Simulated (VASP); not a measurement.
# KI (Fm-3m) in VASP: notebook, part 2 of 2

VASP 6.6.1.

### 3 Relaxation of cell and atoms, PBEsol

File INCAR:

```
PREC = Accurate ; ENCUT = 600
EDIFF = 1E-6 ; ISMEAR = 0
SIGMA = 0.03 ; LREAL = False
LASPH = True ; NELM = 80
ALGO = Normal ; ISIF = 3
LWAVE = False ; LCHARG = False
GGA = PS ; IBRION = 2
NSW = 90 ; EDIFFG = -0.01
```

File KPOINTS:

```
Automatic mesh
0
Gamma
  8 8 8
```

File POSCAR:

```
KI
1.0
    0.0000000000      3.5327750000      3.5327750000
    3.5327750000      0.0000000000      3.5327750000
    3.5327750000      3.5327750000      0.0000000000
K I
1 1
Direct
    0.0000000000      0.0000000000      0.0000000000
    0.5000000000      0.5000000000      0.5000000000
```

Potentials or basis: VASP PAW PBE potentials, release 64 (K_sv, I).

Launch:

```sh
> cat potpaw_PBE.64/K_sv/POTCAR potpaw_PBE.64/I/POTCAR > POTCAR
> mpirun -np 1 vasp_std > vasp.out
```

OUTCAR:

```text
PREC = Accurate
   ENCUT = 600
   EDIFF = 1E-6
   ISMEAR = 0
   LREAL = False
   LASPH = True
   NELM = 80
   ISIF = 3
   GGA = PS
   IBRION = 2
   NSW = 90
   EDIFFG = -0.01

 ion  position               nearest neighbor table
   1  0.000  0.000  0.000-   2 3.53   2 3.53   2 3.53   2 3.53   2 3.53   2 3.53
   2  0.500  0.500  0.500-   1 3.53   1 3.53   1 3.53   1 3.53   1 3.53   1 3.53

  LATTYP: Found a face centered cubic cell.
 ALAT       =     7.0655500000

  Lattice vectors:

 A1 = (   0.0000000000,   3.5327750000,   3.5327750000)
 A2 = (   3.5327750000,   0.0000000000,   3.5327750000)
 A3 = (   3.5327750000,   3.5327750000,   0.0000000000)

Analysis of symmetry for initial positions (statically):
=====================================================================
 Subroutine PRICEL returns:
 Original cell was already a primitive cell.

 Routine SETGRP: Setting up the symmetry group for a
 face centered cubic supercell.

 Subroutine GETGRP returns: Found 48 space group operations
 (whereof 48 operations were pure point group operations)
 out of a pool of 48 trial point group operations.

The static configuration has the point symmetry O_h .

Analysis of symmetry for dynamics (positions and initial velocities):
=====================================================================
 Subroutine PRICEL returns:
 Original cell was already a primitive cell.

 Routine SETGRP: Setting up the symmetry group for a
 face centered cubic supercell.

 Subroutine GETGRP returns: Found 48 space group operations
 (whereof 48 operations were pure point group operations)
 out of a pool of 48 trial point group operations.

The dynamic configuration has the point symmetry O_h .

 Subroutine INISYM returns: Found 48 space group operations
 (whereof 48 operations are pure point group operations),
 and found     1 'primitive' translations

----------------------------------------------------------------------------------------

                                     Primitive cell

  volume of cell :      88.1816

  direct lattice vectors                    reciprocal lattice vectors
     0.000000000  3.532775000  3.532775000    -0.141531799  0.141531799  0.141531799
     3.532775000  0.000000000  3.532775000     0.141531799 -0.141531799  0.141531799
     3.532775000  3.532775000  0.000000000     0.141531799  0.141531799 -0.141531799

  length of vectors
     4.996098318  4.996098318  4.996098318     0.245140266  0.245140266  0.245140266

  position of ions in fractional coordinates (direct lattice)
     0.000000000  0.000000000  0.000000000
     0.500000000  0.500000000  0.500000000

  ion indices of the primitive-cell ions
   primitive index   ion index
                 1           1
                 2           2

----------------------------------------------------------------------------------------

 KPOINTS: Automatic mesh

Automatic generation of k-mesh.
 Grid dimensions read from file:
 generate k-points for:    8    8    8

 Generating k-lattice:

  Cartesian coordinates                     Fractional coordinates (reciprocal lattice)
    -0.017691475  0.017691475  0.017691475     0.125000000  0.000000000  0.000000000
     0.017691475 -0.017691475  0.017691475     0.000000000  0.125000000  0.000000000
[... 54 lines left out ...]
   LSORBIT =      F    spin-orbit coupling
   LASPH  =      T    aspherical Exc in radial PAW
   ENCUT  =  600.0 eV  44.10 Ry    6.64 a.u.   9.98  9.98  9.98*2*pi/ulx,y,z
   NELM   =     80;   NELMIN=  2; NELMDL= -5     # of ELM steps
   EDIFF  = 0.1E-05   stopping-criterion for ELM
   LREAL  =      F    real-space projection
   EDIFFG = -.1E-01   stopping-criterion for IOM
   NSW    =     90    number of steps for IOM
   IBRION =      2    ionic relax: 0-MD 1-quasi-New 2-CG
   NFREE  =      1    steps in history (QN), initial steepest desc. (CG)
   ISIF   =      3    stress and relaxation
   ISYM   =      2    0-nonsym 1-usesym 2-fastsym
   POTIM  = 0.5000    time-step for ionic-motion
   TEBEG  =    0.0;   TEEND  =   0.0 temperature during run
   PSTRESS=    0.0 pullay stress
   NELECT =      16.0000    total number of electrons
   NUPDOWN=      -1.0000    fix difference up-down
   EMIN   =  10.00;   EMAX   =-10.00  energy-range for DOS
   EFERMI =   0.00;   METHOD = LEGACY
   ISMEAR =     0;   SIGMA  =   0.03  broadening in eV -4-tet -1-fermi 0-gaus
   EFERMI_NEDOS =   21; number of points for ismear=-14 and -15
   IALGO  =     38    algorithm
   IMIX   =      4    mixing-type and parameters
     AMIX     =   0.40;   BMIX     =  1.00
     AMIX_MAG =   1.60;   BMIX_MAG =  1.00
  volume/ion in A,a.u.               =      44.09       297.54
  Fermi-wavevector in a.u.,A,eV,Ry     =   0.926806  1.751409 11.686988  0.858969
  Thomas-Fermi vector in A             =   2.052808
   LORBIT       =      0    0 simple, 1 ext, 2 COOP (PROOUT), +10 PAW based schemes
   GGA     = PS    functional components
   LHFCALC =     F    Hartree Fock is set to
   AEXX    =    0.0000 exact exchange contribution
   IVDW    =     0    specifies the selected vdW correction
   LEPSILON=     F    determine dielectric tensor
   LRPA    =     F    only Hartree local field effects (RPA)
 conjugate gradient relaxation of ions
 non-spin polarized calculation
 Gauss-broadening in eV      SIGMA  =   0.03
  energy-cutoff  :      600.00
  volume of cell :       88.18
 maximum number of plane-waves:      2964
   NGX = 19   NGY = 19   NGZ = 19

--------------------------------------- Ionic step        1  -------------------------------------------

 number of electron      15.9999999 magnetization

 Free energy of the ion-electron system (eV)
  ---------------------------------------------------
  ext. energy  EPLUGINS =         0.00000000
  ---------------------------------------------------
  free energy    TOTEN  =        -5.81460784 eV

  energy without entropy =       -5.81460784  energy(sigma->0) =       -5.81460784

------------------------ aborting loop because EDIFF is reached ----------------------------------------

  FORCE on cell =-STRESS in cart. coord.  units (eV):
  Direction    XX          YY          ZZ          XY          YZ          ZX
  --------------------------------------------------------------------------------------
  -------------------------------------------------------------------------------------
  Total       -0.1293526     -0.1293526     -0.1293526      0.0000000     -0.0000000      0.0000000
  in kB       -2.3502154     -2.3502154     -2.3502154      0.0000000     -0.0000000      0.0000000
  external PRESSURE =      -2.3502154 kB  Pullay stress =       0.0000000 kB
[... 131 lines left out ...]
--------------------------------------- Ionic step        5  -------------------------------------------

 number of electron      15.9999999 magnetization

 Free energy of the ion-electron system (eV)
  ---------------------------------------------------
  ext. energy  EPLUGINS =         0.00000000
  ---------------------------------------------------
  free energy    TOTEN  =        -5.81606474 eV

  energy without entropy =       -5.81606474  energy(sigma->0) =       -5.81606474

 E-fermi :  -0.2357     XC(G=0):  -7.4278

 val. band max:       -0.3993388663   @ k =   0.0000   0.0000   0.0000
 cond. band min:       3.4595428610   @ k =   0.0000   0.0000   0.0000
 fundamental gap:      3.8588817273
 Fermi energy:        -0.2357113448

 k-point     1 :       0.0000    0.0000    0.0000
  band No.  band energies     occupation
      1     -28.6884      2.00000
      2     -12.2443      2.00000
      3     -12.2443      2.00000
      4     -12.2443      2.00000
      5     -10.9691      2.00000
      6      -0.3993      2.00000
      7      -0.3993      2.00000
      8      -0.3993      2.00000
      9       3.4595      0.00000
     10       6.0171      0.00000
     11       6.0171      0.00000
     12       6.0171      0.00000
[... 331 lines left out ...]
 k-point    24 :      -0.3750    0.2500    0.1250
  band No.  band energies     occupation
      1     -28.6855      2.00000
      2     -12.3785      2.00000
      3     -12.2640      2.00000
      4     -12.2542      2.00000
      5     -10.6925      2.00000
      6      -1.5726      2.00000
      7      -0.9788      2.00000
      8      -0.8126      2.00000
      9       5.5359      0.00000
     10       6.3651      0.00000
     11       6.9829      0.00000
     12       7.8488      0.00000

 [... further k-points ...]

------------------------ aborting loop because EDIFF is reached ----------------------------------------

  FORCE on cell =-STRESS in cart. coord.  units (eV):
  Direction    XX          YY          ZZ          XY          YZ          ZX
  --------------------------------------------------------------------------------------
  -------------------------------------------------------------------------------------
  Total       -0.0049149     -0.0049149     -0.0049149      0.0000000      0.0000000     -0.0000000
  in kB       -0.0911944     -0.0911944     -0.0911944      0.0000000      0.0000000     -0.0000000
  external PRESSURE =      -0.0911944 kB  Pullay stress =       0.0000000 kB
[... 17 lines left out ...]
  FREE ENERGIE OF THE ION-ELECTRON SYSTEM (eV)
  ---------------------------------------------------
  free  energy   TOTEN  =        -5.8160647375 eV

  energy  without entropy=       -5.8160647375  energy(sigma->0) =       -5.81606474

 reached required accuracy - stopping structural energy minimisation
```

OSZICAR:

```text
N       E                     dE             d eps       ncg     rms          rms(c)
DAV:   1     0.102755920814E+03    0.10276E+03   -0.72417E+03   696   0.128E+03
DAV:   2     0.109318724379E+01   -0.10166E+03   -0.94722E+02   832   0.258E+02
[... 36 lines left out ...]
       N       E                     dE             d eps       ncg     rms          rms(c)
DAV:   1    -0.581941714833E+01   -0.34609E-02   -0.74609E-02   824   0.262E+00    0.379E-01
DAV:   2    -0.581682406388E+01    0.25931E-02   -0.60695E-03   916   0.730E-01    0.151E-01
DAV:   3    -0.581605377039E+01    0.77029E-03   -0.22589E-03  1240   0.379E-01    0.123E-01
DAV:   4    -0.581606778793E+01   -0.14018E-04   -0.45368E-05  1192   0.525E-02    0.494E-02
DAV:   5    -0.581606532852E+01    0.24594E-05   -0.83806E-05  1308   0.519E-02    0.989E-03
DAV:   6    -0.581606473751E+01    0.59101E-06   -0.49392E-07   588   0.751E-03
   5 F= -.58160647E+01 E0= -.58160647E+01  d E =-.145690E-02
```

It took 1.9 min on 1 thread of Intel Xeon Platinum 8488C (Sapphire Rapids), shared host; peak memory 0.26 GiB.

Results:

```yaml
Free_energy: -5.8161 eV
Relaxed_volume: 43.17 Å³/atom
Relaxed_cell: a = 4.961 Å, b = 4.961 Å, c = 4.961 Å, α = 60.00°, β = 60.00°, γ = 60.00°
Space_group_after_relaxing_to_0.05_Å: Fm-3m (No. 225)
Energy_gained_by_relaxing: 0.7 meV/atom
Ionic_steps: 5
Pressure_after_relaxing: 0.0 GPa
Band_gap_on_the_k_mesh: 3.86 eV, direct
```

The path:
```tsv
step	energy change (eV)	largest force (eV/Å)	pressure (GPa)	volume (Å³)
1	0.0000	0.0000	-0.24	88.18
2	-0.0010	0.0000	-0.13	87.36
3	-0.0013	0.0000	-0.07	86.85
4	-0.0013	0.0000	0.07	85.83
5	-0.0015	0.0000	-0.01	86.35
```

Final structure:
```
K I
1.0
     0.00000    3.50812    3.50812
     3.50812    0.00000    3.50812
     3.50812    3.50812    0.00000
K I
1 1
Direct
  0.00000 0.00000 0.00000
  0.50000 0.50000 0.50000
```

Caveat: the PAW data sets were made with another functional, which shifts forces and pressure a little; spin-orbit coupling is left out, which moves the levels of the heavy elements.

### 4 Relaxation of cell and atoms, PBEsol

This run uses another cell than the first one, of 43.17 Å³/atom, 0.979 times its volume.

File INCAR:

```
PREC = Accurate ; ENCUT = 600
EDIFF = 1E-7 ; ISMEAR = 0
SIGMA = 0.03 ; LREAL = False
LASPH = True ; NELM = 80
ALGO = Normal ; ISIF = 3
LWAVE = False ; LCHARG = False
GGA = PS ; IBRION = 2
NSW = 90 ; EDIFFG = -0.005
```

KPOINTS is that of step 3.

File POSCAR:

```
KI                                      
1.0
    0.0000000000      3.5081227330      3.5081227330
    3.5081227330     -0.0000000000      3.5081227330
    3.5081227330      3.5081227330      0.0000000000
  K               I             
     1     1
Direct
     0.0000000000000000    0.0000000000000000    0.0000000000000000
     0.5000000000000000    0.5000000000000000    0.5000000000000000
```

Launch:

```sh
> cat potpaw_PBE.64/K_sv/POTCAR potpaw_PBE.64/I/POTCAR > POTCAR
> mpirun -np 1 vasp_std > vasp.out
```

Run time: 42 s. Hardware: 1 thread of Intel Xeon Platinum 8488C (Sapphire Rapids), shared host; peak memory 0.25 GiB.

It converged, with:

```yaml
Free_energy: -5.8160 eV
Pressure_after_relaxing: 0.0 GPa
Band_gap_on_the_k_mesh: 3.86 eV, direct
```

Final structure:
```
K I
1.0
     0.00000    3.50812    3.50812
     3.50812    0.00000    3.50812
     3.50812    3.50812    0.00000
K I
1 1
Direct
  0.00000 0.00000 0.00000
  0.50000 0.50000 0.50000
```

Levels at points of the mesh, in eV from the valence-band top:
```csv
k point,band 6,band 7,band 8,band 9,band 10,band 11
"(0.00, 0.00, 0.00)",0.00,0.00,0.00,3.86,6.42,6.42
"(0.50, 0.00, 0.00)",-1.40,-0.36,-0.36,5.40,7.67,8.11
"(0.50, 0.50, 0.00)",-1.05,-0.39,-0.39,4.79,5.72,8.09
```

Caveat: the relaxation stopped at its first step, so nothing moved; the PAW data sets were made with another functional, which shifts forces and pressure a little; spin-orbit coupling is left out, which moves the levels of the heavy elements.

### 5 Relaxation of the atoms, PBEsol (a relaxed cell with its volume scaled by 0.94)

File INCAR:

```
PREC = Accurate ; ENCUT = 600
EDIFF = 1E-7 ; ISMEAR = 0
SIGMA = 0.03 ; LREAL = False
LASPH = True ; NELM = 80
ALGO = Normal ; ISIF = 2
LWAVE = False ; LCHARG = False
GGA = PS ; IBRION = 2
NSW = 40 ; EDIFFG = -0.01
```

KPOINTS is that of step 4.

File POSCAR:

```
KI                                      
1.0
    0.0000000000      3.4365082969      3.4365082969
    3.4365082969      0.0000000000      3.4365082969
    3.4365082969      3.4365082969      0.0000000000
  K               I             
     1     1
Direct
     0.0000000000000000    0.0000000000000000    0.0000000000000000
     0.5000000000000000    0.5000000000000000    0.5000000000000000
```

Potentials or basis: VASP PAW PBE potentials, release 64 (K_sv, I).

Launch:

```sh
> cat potpaw_PBE.64/K_sv/POTCAR potpaw_PBE.64/I/POTCAR > POTCAR
> mpirun -np 1 vasp_std > vasp.out
```

OUTCAR:

```text
PREC = Accurate
   ENCUT = 600
   EDIFF = 1E-7
   ISMEAR = 0
   LREAL = False
   LASPH = True
   NELM = 80
   ISIF = 2
   GGA = PS
   IBRION = 2
   NSW = 40
   EDIFFG = -0.01

 ion  position               nearest neighbor table
   1  0.000  0.000  0.000-   2 3.44   2 3.44   2 3.44   2 3.44   2 3.44   2 3.44
   2  0.500  0.500  0.500-   1 3.44   1 3.44   1 3.44   1 3.44   1 3.44   1 3.44

  LATTYP: Found a face centered cubic cell.
 ALAT       =     6.8730165938
[... 553 lines left out ...]

  FORCE on cell =-STRESS in cart. coord.  units (eV):
  Direction    XX          YY          ZZ          XY          YZ          ZX
  --------------------------------------------------------------------------------------
  -------------------------------------------------------------------------------------
  Total        0.4416467      0.4416467      0.4416467      0.0000000      0.0000000      0.0000000
  in kB        8.7177290      8.7177290      8.7177290      0.0000000      0.0000000      0.0000000
  external PRESSURE =       8.7177290 kB  Pullay stress =       0.0000000 kB

 VOLUME and BASIS-vectors are now :
 -----------------------------------------------------------------------------
  energy-cutoff  :      600.00
  volume of cell :       81.17
      direct lattice vectors                 reciprocal lattice vectors
     0.000000000  3.436508297  3.436508297    -0.145496521  0.145496521  0.145496521
     3.436508297  0.000000000  3.436508297     0.145496521 -0.145496521  0.145496521
     3.436508297  3.436508297  0.000000000     0.145496521  0.145496521 -0.145496521

 POSITION                                       TOTAL-FORCE (eV/Angst)
 -----------------------------------------------------------------------------------
      0.00000      0.00000      0.00000        -0.000000     -0.000000     -0.000000
      3.43651      3.43651      3.43651         0.000000      0.000000      0.000000
 -----------------------------------------------------------------------------------
    total drift:                                0.000000     -0.000000     -0.000000

  FREE ENERGIE OF THE ION-ELECTRON SYSTEM (eV)
  ---------------------------------------------------
  free  energy   TOTEN  =        -5.8026508166 eV

  energy  without entropy=       -5.8026508166  energy(sigma->0) =       -5.80265082

 reached required accuracy - stopping structural energy minimisation
```

CONTCAR:

```text
KI
   1.00000000000000
     0.0000000000000000    3.4365082969000000    3.4365082969000000
     3.4365082969000000    0.0000000000000000    3.4365082969000000
     3.4365082969000000    3.4365082969000000    0.0000000000000000
  K               I
     1     1
Direct
     0.0000000000000000    0.0000000000000000    0.0000000000000000
     0.5000000000000000    0.5000000000000000    0.5000000000000000

  0.00000000E+00  0.00000000E+00  0.00000000E+00
  0.00000000E+00  0.00000000E+00  0.00000000E+00
```

Run time: 40 s. Hardware: 1 thread of Intel Xeon Platinum 8488C (Sapphire Rapids), shared host; peak memory 0.25 GiB.

What came out:

```
Free energy             : -5.8027 eV
Pressure after relaxing : 0.9 GPa
Band gap on the k mesh  : 4.00 eV, direct
```

Final structure:
```
K I
1.0
     0.00000    3.43651    3.43651
     3.43651    0.00000    3.43651
     3.43651    3.43651    0.00000
K I
1 1
Direct
  0.00000 0.00000 0.00000
  0.50000 0.50000 0.50000
```

Levels at points of the mesh, in eV from the valence-band top:
| k point | band 6 | band 7 | band 8 | band 9 | band 10 | band 11 |
| --- | --- | --- | --- | --- | --- | --- |
| (0.00, 0.00, 0.00) | 0.00 | 0.00 | 0.00 | 4.00 | 6.37 | 6.37 |
| (0.50, 0.00, 0.00) | -1.56 | -0.42 | -0.42 | 5.46 | 7.82 | 8.23 |
| (0.50, 0.50, 0.00) | -1.16 | -0.42 | -0.42 | 4.66 | 5.86 | 8.14 |

Caveat: the relaxation stopped at its first step, so nothing moved; the PAW data sets were made with another functional, which shifts forces and pressure a little; spin-orbit coupling is left out, which moves the levels of the heavy elements. A k mesh can miss the band edges.

### 6 The runs side by side

```csv
task,level,potentials or basis,cell,k mesh,cutoff (eV),gap on the mesh (eV),pressure (GPa)
single point,LDA,"VASP PAW LDA potentials, release 64 (K_sv, I)","Fm-3m, 44.09 Å³/atom",4 × 4 × 4,520,3.61,-1.3
relaxation of cell and atoms,PBEsol,"VASP PAW PBE potentials, release 64 (K_sv, I)",relaxed,8 × 8 × 8,600,3.86,0.0
relaxation of the atoms,PBEsol,"VASP PAW PBE potentials, release 64 (K_sv, I)",atoms relaxed from: a relaxed cell with its volume scaled by 0.94,8 × 8 × 8,600,4.00,0.9
```

Alike in all rows: no spin polarisation; smearing gaussian 0.03 eV.

Caveats: spin-orbit coupling is left out, which moves the levels of the heavy elements; the relaxation stopped at its first step, so nothing moved (some runs); the PAW data sets were made with another functional, which shifts forces and pressure a little (some runs).

Total energies depend on the potentials used, so only differences within one code and one set of settings carry meaning.

### 7 Against experiment

Step 2. Against the measured gap of KI, 6.32 eV (a printed reference work, monograph), the calculated 3.61 eV is off by -2.71 eV. Spin-orbit coupling on I is left out. The value is that of LDA, without temperature or zero-point motion. Semilocal functionals fall short of measured gaps as a rule.
